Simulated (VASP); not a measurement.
# BN (Qingsongite) (F-43m) in VASP: notebook

BN (Qingsongite) is run at these levels: r2SCAN; tasks: single point.

All numbers are computed with VASP 6.6.1; they aren't measurements. Logs are shortened: lines on timing, memory, paths and dates and some standing lists are left out, and cuts for length are marked.

**Measured values to compare with.**

From a printed reference work, monograph, for a bulk crystal of BN at 300 K: band gap 6.4 eV (indirect).

The results are compared with them further down.

### 1 The cell of the first run

It takes space group F-43m (No. 216, cubic). The conventional cell has a = 3.585 Å, b = 3.585 Å, c = 3.585 Å, α = 90.00°, β = 90.00°, γ = 90.00°. B (site symmetry -43m) has 4 N at 1.55 Å within 2.1 Å. Within 2.1 Å of N (site symmetry -43m) lie 4 B at 1.55 Å.

### 2 Single point, r2SCAN

POSCAR

```
BN
1.0
    0.0000000000      1.7923110500      1.7923110500
    1.7923110500      0.0000000000      1.7923110500
    1.7923110500      1.7923110500      0.0000000000
B N
1 1
Direct
    0.0000000000      0.0000000000      0.0000000000
    0.2500000000      0.2500000000      0.2500000000
```

INCAR.step1

```
SYSTEM = BN
ALGO = Normal ; EDIFF = 1E-4
ENCUT = 520 ; GGA = PE
ISMEAR = -1 ; LASPH = .TRUE.
LCHARG = .FALSE. ; LREAL = .FALSE.
LWAVE = .TRUE. ; NBANDS = 11
NELM = 100 ; PREC = Accurate
SIGMA = 0.02
```

INCAR.step2

```
SYSTEM = BN
ALGO = Normal ; EDIFF = 1E-6
ENCUT = 520 ; ISIF = 2
ISMEAR = -1 ; ISTART = 1
LASPH = .TRUE. ; LCHARG = .TRUE.
LELF = .TRUE. ; LMIXTAU = .TRUE.
LREAL = .FALSE. ; LVHAR = .TRUE.
LWAVE = .FALSE. ; METAGGA = R2SCAN
NBANDS = 11 ; NELM = 100
PREC = Accurate ; SIGMA = 0.02
```

KPOINTS

```
k-points
0
G
  14 14 14
  0 0 0
```

Potentials or basis: VASP PAW PBE potentials, release 64 (B, N).

Run with:

```sh
$ cat potpaw_PBE.64/B/POTCAR potpaw_PBE.64/N/POTCAR > POTCAR
$ cp INCAR.step1 INCAR
$ mpirun -np 1 vasp_std > vasp.out
$ cp INCAR.step2 INCAR
$ mpirun -np 1 vasp_std > vasp.out
```

OUTCAR:

```text
SYSTEM = BN
   EDIFF = 1E-6
   ENCUT = 520
   ISIF = 2
   ISMEAR = -1
   ISTART = 1
   LASPH = .TRUE.
   LREAL = .FALSE.
   METAGGA = R2SCAN
   NELM = 100
   PREC = Accurate

 ion  position               nearest neighbor table
   1  0.000  0.000  0.000-   2 1.55   2 1.55   2 1.55   2 1.55
   2  0.250  0.250  0.250-   1 1.55   1 1.55   1 1.55   1 1.55

  LATTYP: Found a face centered cubic cell.
 ALAT       =     3.5846221000

  Lattice vectors:

 A1 = (   0.0000000000,   1.7923110500,   1.7923110500)
 A2 = (   1.7923110500,   0.0000000000,   1.7923110500)
 A3 = (   1.7923110500,   1.7923110500,   0.0000000000)

Analysis of symmetry for initial positions (statically):
=====================================================================
 Subroutine PRICEL returns:
 Original cell was already a primitive cell.

 Routine SETGRP: Setting up the symmetry group for a
 face centered cubic supercell.

 Subroutine GETGRP returns: Found 24 space group operations
 (whereof 24 operations were pure point group operations)
 out of a pool of 48 trial point group operations.

The static configuration has the point symmetry T_d .

Analysis of symmetry for dynamics (positions and initial velocities):
=====================================================================
 Subroutine PRICEL returns:
 Original cell was already a primitive cell.

 Routine SETGRP: Setting up the symmetry group for a
 face centered cubic supercell.

 Subroutine GETGRP returns: Found 24 space group operations
 (whereof 24 operations were pure point group operations)
 out of a pool of 48 trial point group operations.

The dynamic configuration has the point symmetry T_d .

 Subroutine INISYM returns: Found 24 space group operations
 (whereof 24 operations are pure point group operations),
 and found     1 'primitive' translations

----------------------------------------------------------------------------------------

                                     Primitive cell

  volume of cell :      11.5152

  direct lattice vectors                    reciprocal lattice vectors
     0.000000000  1.792311050  1.792311050    -0.278969434  0.278969434  0.278969434
     1.792311050  0.000000000  1.792311050     0.278969434 -0.278969434  0.278969434
     1.792311050  1.792311050  0.000000000     0.278969434  0.278969434 -0.278969434

  length of vectors
     2.534710595  2.534710595  2.534710595     0.483189234  0.483189234  0.483189234

  position of ions in fractional coordinates (direct lattice)
     0.000000000  0.000000000  0.000000000
     0.250000000  0.250000000  0.250000000

  ion indices of the primitive-cell ions
   primitive index   ion index
                 1           1
                 2           2

----------------------------------------------------------------------------------------

 KPOINTS: k-points

Automatic generation of k-mesh.
 Grid dimensions read from file:
 generate k-points for:   14   14   14

 Generating k-lattice:

  Cartesian coordinates                     Fractional coordinates (reciprocal lattice)
    -0.019926388  0.019926388  0.019926388     0.071428571  0.000000000  0.000000000
     0.019926388 -0.019926388  0.019926388     0.000000000  0.071428571  0.000000000
     0.019926388  0.019926388 -0.019926388     0.000000000  0.000000000  0.071428571

  Length of vectors
     0.034513517  0.034513517  0.034513517

  Shift w.r.t. Gamma in fractional coordinates (k-lattice)
     0.000000000  0.000000000  0.000000000

 Subroutine IBZKPT returns following result:
 ===========================================

 Found    104 irreducible k-points:

 Following reciprocal coordinates:
            Coordinates               Weight
  0.000000  0.000000  0.000000      1.000000
  0.071429  0.000000  0.000000      8.000000
  0.142857  0.000000  0.000000      8.000000
  0.214286  0.000000  0.000000      8.000000
  0.285714  0.000000  0.000000      8.000000
  0.357143  0.000000  0.000000      8.000000
[... 16 lines left out ...]
  0.214286  0.142857  0.000000     24.000000
  0.285714  0.142857  0.000000     24.000000
 [... further k-points ...]
   k-points           NKPTS =    104   k-points in BZ     NKDIM =    104   number of bands    NBANDS=     11
   number of dos      NEDOS =    301   number of ions     NIONS =      2
   total plane-waves  NPLWV =   8000
   dimension x,y,z NGX =    20 NGY =   20 NGZ =   20
   dimension x,y,z NGXF=    40 NGYF=   40 NGZF=   40
   ions per type =               1   1
   NGX,Y,Z   is equivalent  to a cutoff of  13.12, 13.12, 13.12 a.u.
   NGXF,Y,Z  is equivalent  to a cutoff of  26.24, 26.24, 26.24 a.u.
 SYSTEM =  BN
   PREC   = accura    normal or accurate (medium, high low for compatibility)
   ISTART =      1    job   : 0-new  1-cont  2-samecut
   ICHARG =      0    charge: 1-file 2-atom 10-const
   ISPIN  =      1    spin polarized calculation?
   LNONCOLLINEAR =      F non collinear calculations
   LSORBIT =      F    spin-orbit coupling
   LASPH  =      T    aspherical Exc in radial PAW
   ENCUT  =  520.0 eV  38.22 Ry    6.18 a.u.   4.71  4.71  4.71*2*pi/ulx,y,z
   NELM   =    100;   NELMIN=  2; NELMDL=  0     # of ELM steps
   EDIFF  = 0.1E-05   stopping-criterion for ELM
   LREAL  =      F    real-space projection
   EDIFFG = 0.1E-04   stopping-criterion for IOM
   NSW    =      0    number of steps for IOM
   IBRION =     -1    ionic relax: 0-MD 1-quasi-New 2-CG
   NFREE  =      0    steps in history (QN), initial steepest desc. (CG)
   ISIF   =      2    stress and relaxation
   ISYM   =      2    0-nonsym 1-usesym 2-fastsym
   POTIM  = 0.5000    time-step for ionic-motion
   TEBEG  =    0.0;   TEEND  =   0.0 temperature during run
   PSTRESS=    0.0 pullay stress
   NELECT =       8.0000    total number of electrons
   NUPDOWN=      -1.0000    fix difference up-down
   EMIN   =  10.00;   EMAX   =-10.00  energy-range for DOS
   EFERMI =   0.00;   METHOD = LEGACY
   ISMEAR =    -1;   SIGMA  =   0.02  broadening in eV -4-tet -1-fermi 0-gaus
   EFERMI_NEDOS =   21; number of points for ismear=-14 and -15
   IALGO  =     38    algorithm
   IMIX   =      4    mixing-type and parameters
     AMIX     =   0.40;   BMIX     =  1.00
     AMIX_MAG =   1.60;   BMIX_MAG =  1.00
  volume/ion in A,a.u.               =       5.76        38.85
  Fermi-wavevector in a.u.,A,eV,Ry     =   1.449934  2.739977 28.603629  2.102307
  Thomas-Fermi vector in A             =   2.567603
   LORBIT       =      0    0 simple, 1 ext, 2 COOP (PROOUT), +10 PAW based schemes
   METAGGA = R2SCAN    functional components
   LHFCALC =     F    Hartree Fock is set to
   AEXX    =    0.0000 exact exchange contribution
   IVDW    =     0    specifies the selected vdW correction
   LEPSILON=     F    determine dielectric tensor
   LRPA    =     F    only Hartree local field effects (RPA)
 non-spin polarized calculation
  energy-cutoff  :      520.00
  volume of cell :       11.52
 maximum number of plane-waves:       331
   NGX =  9   NGY =  9   NGZ =  9

 number of electron       7.9999998 magnetization

 Free energy of the ion-electron system (eV)
  ---------------------------------------------------
  ext. energy  EPLUGINS =         0.00000000
  ---------------------------------------------------
  free energy    TOTEN  =       -19.16282785 eV

  energy without entropy =      -19.16282785  energy(sigma->0) =      -19.16282785

 E-fermi :   7.9285     XC(G=0): -13.7812

 val. band max:        7.5570385214   @ k =   0.0000   0.0000   0.0000
 cond. band min:      12.5641411833   @ k =   0.5000   0.5000   0.0000
 fundamental gap:      5.0071026619
 Fermi energy:         7.9284620588

 k-point     1 :       0.0000    0.0000    0.0000
  band No.  band energies     occupation
      1     -14.0310      2.00000
      2       7.5570      2.00000
      3       7.5570      2.00000
      4       7.5570      2.00000
      5      17.2076      0.00000
      6      17.2076      0.00000
      7      17.2076      0.00000
      8      19.0580      0.00000
      9      34.1930      0.00000
     10      36.6152      0.00000
     11      36.6152      0.00000

 k-point     2 :       0.0714    0.0000    0.0000
  band No.  band energies     occupation
      1     -13.8996      2.00000
      2       6.8301      2.00000
      3       7.4144      2.00000
      4       7.4144      2.00000
      5      17.4119      0.00000
      6      17.4289      0.00000
      7      17.4289      0.00000
      8      19.4805      0.00000
      9      34.0005      0.00000
     10      34.7760      0.00000
     11      34.7760      0.00000

 k-point     3 :       0.1429    0.0000    0.0000
  band No.  band energies     occupation
      1     -13.5092      2.00000
      2       5.0629      2.00000
      3       7.0485      2.00000
      4       7.0485      2.00000
      5      17.7409      0.00000
      6      17.9783      0.00000
      7      17.9783      0.00000
      8      20.5887      0.00000
      9      33.1792      0.00000
     10      33.1792      0.00000
     11      33.4828      0.00000

 k-point     4 :       0.2143    0.0000    0.0000
  band No.  band energies     occupation
      1     -12.8727      2.00000
      2       2.8687      2.00000
      3       6.5878      2.00000
      4       6.5878      2.00000
      5      18.0359      0.00000
      6      18.5893      0.00000
      7      18.5893      0.00000
      8      21.8740      0.00000
      9      32.4392      0.00000
     10      32.4392      0.00000
     11      32.9078      0.00000

 k-point     5 :       0.2857    0.0000    0.0000
  band No.  band energies     occupation
      1     -12.0195      2.00000
      2       0.6167      2.00000
      3       6.1454      2.00000
      4       6.1454      2.00000
      5      18.2987      0.00000
      6      19.0121      0.00000
      7      19.0121      0.00000
      8      22.9511      0.00000
      9      32.5558      0.00000
     10      32.6878      0.00000
     11      32.6878      0.00000
[... 211 lines left out ...]
 k-point    21 :      -0.0714    0.0714    0.0000
  band No.  band energies     occupation
      1     -13.6820      2.00000
      2       6.0474      2.00000
      3       6.6943      2.00000
      4       7.4232      2.00000
      5      17.5027      0.00000
      6      17.5728      0.00000
      7      18.1279      0.00000
      8      20.0878      0.00000
      9      32.7315      0.00000
     10      33.0028      0.00000
     11      35.5861      0.00000

 k-point    22 :       0.1429    0.1429    0.0000
  band No.  band energies     occupation
      1     -13.3361      2.00000
      2       5.8728      2.00000
      3       6.0886      2.00000
      4       6.0886      2.00000
      5      16.3494      0.00000
      6      19.2994      0.00000
      7      19.2994      0.00000
      8      20.4462      0.00000
      9      28.8768      0.00000
     10      35.6292      0.00000
     11      37.6055      0.00000

 k-point    23 :       0.2143    0.1429    0.0000
  band No.  band energies     occupation
      1     -12.8685      2.00000
      2       4.2305      2.00000
      3       5.5247      2.00000
      4       5.9520      2.00000
      5      16.2807      0.00000
      6      19.9347      0.00000
      7      20.1652      0.00000
      8      21.0032      0.00000
      9      28.0002      0.00000
     10      35.8955      0.00000
     11      36.9077      0.00000

 k-point    24 :       0.2857    0.1429    0.0000
  band No.  band energies     occupation
      1     -12.1673      2.00000
      2       2.1992      2.00000
      3       5.0600      2.00000
      4       5.5821      2.00000
      5      16.6181      0.00000
      6      20.3224      0.00000
      7      20.8165      0.00000
      8      21.5175      0.00000
      9      28.2522      0.00000
     10      35.7831      0.00000
     11      36.4515      0.00000

 [... further k-points ...]

------------------------ aborting loop because EDIFF is reached ----------------------------------------

  FORCE on cell =-STRESS in cart. coord.  units (eV):
  Direction    XX          YY          ZZ          XY          YZ          ZX
  --------------------------------------------------------------------------------------
  -------------------------------------------------------------------------------------
  Total        0.6989834      0.6989834      0.6989834      0.0000000      0.0000000      0.0000000
  in kB       97.2539673     97.2539673     97.2539673      0.0000000      0.0000000      0.0000000
  external PRESSURE =      97.2539673 kB  Pullay stress =       0.0000000 kB

 VOLUME and BASIS-vectors are now :
 -----------------------------------------------------------------------------
  energy-cutoff  :      520.00
  volume of cell :       11.52
      direct lattice vectors                 reciprocal lattice vectors
     0.000000000  1.792311050  1.792311050    -0.278969434  0.278969434  0.278969434
     1.792311050  0.000000000  1.792311050     0.278969434 -0.278969434  0.278969434
     1.792311050  1.792311050  0.000000000     0.278969434  0.278969434 -0.278969434

 POSITION                                       TOTAL-FORCE (eV/Angst)
 -----------------------------------------------------------------------------------
      0.00000      0.00000      0.00000        -0.000000     -0.000000     -0.000000
      0.89616      0.89616      0.89616         0.000000      0.000000      0.000000
 -----------------------------------------------------------------------------------
    total drift:                                0.000000      0.000000      0.000000

  FREE ENERGIE OF THE ION-ELECTRON SYSTEM (eV)
  ---------------------------------------------------
  free  energy   TOTEN  =       -19.1628278536 eV

  energy  without entropy=      -19.1628278536  energy(sigma->0) =      -19.16282785
```

Wall time 87 s (1 thread of AMD EPYC 7R43 (Zen 3), shared host); peak memory 0.09 GiB.

What came out:

| Property | Result |
| --- | --- |
| Free energy | -19.1628 eV |
| Pressure | 9.7 GPa |
| Band gap on the k mesh | 5.01 eV, indirect (least direct gap 9.65 eV) |

Caveat: the PAW data sets were made with another functional, which shifts forces and pressure a little.

(Continued in part 2 of 2.)
